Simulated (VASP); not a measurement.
**CoSi: relaxation of cell and atoms with PBE**

The system is CoSi.

```
Co Si
1.0
     4.43800    0.00000    0.00000
     0.00000    4.43800    0.00000
     0.00000    0.00000    4.43800
Co Si
4 4
Direct
  0.86000 0.64000 0.36000
  0.64000 0.36000 0.86000
  0.36000 0.86000 0.64000
  0.14000 0.14000 0.14000
  0.15700 0.34300 0.65700
  0.34300 0.65700 0.15700
  0.65700 0.15700 0.34300
  0.84300 0.84300 0.84300
```

```
Program                : VASP 6.6.1
Task                   : relaxation of cell and atoms
Functional             : PBE
Potentials or basis    : VASP PAW PBE potentials, release 54 (Co, Si)
Cutoff                 : 580 eV
k mesh                 : 6 × 6 × 6
Occupations            : fermi-dirac, width 0.05 eV
Spin                   : collinear spin, ferromagnetic start
Starting moments       : [2.0, 2.0, 2.0, 2.0, 0.0, 0.0, 0.0, 0.0] μB
Further INCAR settings : ALGO = Fast; EDIFF = 1e-06; IBRION = 2; EDIFFG = -0.005; NSW = 40; ISIF = 3
```

```yaml
Relaxed_volume: 10.87 Å³/atom
Relaxed_cell: a = 4.430 Å, b = 4.430 Å, c = 4.430 Å, α = 90.00°, β = 90.00°, γ = 90.00°
Space_group_after_relaxing_to_0.05_Å: P2_13 (No. 198)
Energy_gained_by_relaxing: 2.7 meV/atom
Ionic_steps: 21
Pressure_after_relaxing: 0.1 GPa
Largest_force_after_relaxing: 0.003 eV/Å
Band_gap_on_the_k_mesh: none (metal or under the smearing width)
Net_moment: 0.00 μB per cell
Valence_electrons_inside_the_program's_atomic_spheres: Co 8.62; Si 1.61
```

Forces on the atoms (eV/Å):
```
Co   0.002 -0.002  0.002
Co  -0.002  0.002  0.002
Co   0.002  0.002 -0.002
Co  -0.002 -0.002 -0.002
Si  -0.001  0.001 -0.001
Si   0.001 -0.001 -0.001
Si  -0.001 -0.001  0.001
Si   0.001  0.001  0.001
```

The path:
| step | energy change (eV) | largest force (eV/Å) | pressure (GPa) | volume (Å³) |
| --- | --- | --- | --- | --- |
| 1 | 0.0000 | 0.2703 | -0.38 | 87.41 |
| 2 | -0.0122 | 0.1848 | 0.10 | 87.08 |
| 3 | -0.0193 | 0.0860 | 1.01 | 86.55 |
| 4 | -0.0186 | 0.0634 | -1.44 | 87.47 |
| 5 | -0.0215 | 0.0550 | -0.06 | 86.98 |
| 6 | -0.0215 | 0.0542 | -0.19 | 86.99 |
| 7 | -0.0220 | 0.0104 | -0.07 | 86.91 |
| 8 | -0.0220 | 0.0117 | 0.08 | 86.90 |
| 9 | -0.0220 | 0.0094 | 0.00 | 86.91 |
| 10 | -0.0220 | 0.0106 | 0.19 | 86.91 |
| 11 | -0.0217 | 0.0250 | -0.38 | 87.06 |
| 12 | -0.0220 | 0.0107 | -0.24 | 86.93 |
| 13 | -0.0220 | 0.0105 | 0.03 | 86.92 |
| 14 | -0.0220 | 0.0100 | -0.24 | 86.92 |
| 15 | -0.0220 | 0.0107 | 0.21 | 86.92 |
| 16 | -0.0220 | 0.0099 | -0.09 | 86.92 |
| 17 | -0.0220 | 0.0102 | 0.02 | 86.92 |
| 18 | -0.0220 | 0.0052 | -0.04 | 86.92 |
| 19 | -0.0220 | 0.0057 | -0.12 | 86.92 |
| 20 | -0.0220 | 0.0041 | -0.11 | 86.93 |
| 21 | -0.0220 | 0.0034 | 0.06 | 86.92 |

Final structure:
```
Co Si
1.0
     4.42970    0.00000    0.00000
     0.00000    4.42970    0.00000
     0.00000    0.00000    4.42970
Co Si
4 4
Direct
  0.85485 0.64515 0.35485
  0.64515 0.35485 0.85485
  0.35485 0.85485 0.64515
  0.14515 0.14515 0.14515
  0.15680 0.34320 0.65680
  0.34320 0.65680 0.15680
  0.65680 0.15680 0.34320
  0.84320 0.84320 0.84320
```

Levels at points of the mesh, in eV from the Fermi level:
Spin up:
| k point | band 22 | band 23 | band 24 | band 25 | band 26 | band 27 | band 28 | band 29 | band 30 | band 31 |
| --- | --- | --- | --- | --- | --- | --- | --- | --- | --- | --- |
| (0.00, 0.00, 0.00) | -0.94 | -0.81 | -0.81 | -0.04 | -0.04 | -0.04 | 2.46 | 2.46 | 2.46 | 2.88 |
| (0.50, 0.00, 0.00) | -1.07 | -0.68 | -0.68 | -0.52 | -0.52 | 0.97 | 0.97 | 1.46 | 1.46 | 4.24 |
| (0.50, 0.50, 0.00) | -1.52 | -1.03 | -1.03 | -0.07 | -0.07 | 0.55 | 0.55 | 1.97 | 1.97 | 2.48 |
| (0.50, 0.50, 0.50) | -1.25 | -1.25 | -1.25 | -0.25 | -0.25 | -0.25 | -0.25 | 5.38 | 5.38 | 5.38 |
Spin down:
| k point | band 23 | band 24 | band 25 | band 26 | band 27 | band 28 | band 29 | band 30 |
| --- | --- | --- | --- | --- | --- | --- | --- | --- |
| (0.00, 0.00, 0.00) | -0.81 | -0.81 | -0.04 | -0.04 | -0.04 | 2.46 | 2.46 | 2.46 |
| (0.50, 0.00, 0.00) | -0.68 | -0.68 | -0.52 | -0.52 | 0.97 | 0.97 | 1.46 | 1.46 |
| (0.50, 0.50, 0.00) | -1.03 | -1.03 | -0.07 | -0.07 | 0.55 | 0.55 | 1.97 | 1.97 |
| (0.50, 0.50, 0.50) | -1.25 | -1.25 | -0.25 | -0.25 | -0.25 | -0.25 | 5.38 | 5.38 |

Wall time 9.5 min on 1 thread of Intel(R) Xeon(R) 6975P-C (Granite Rapids), with other jobs on the host, peak memory 0.32 GiB.

Caveat: the starting moments collapsed, and a magnetic state may lie lower.
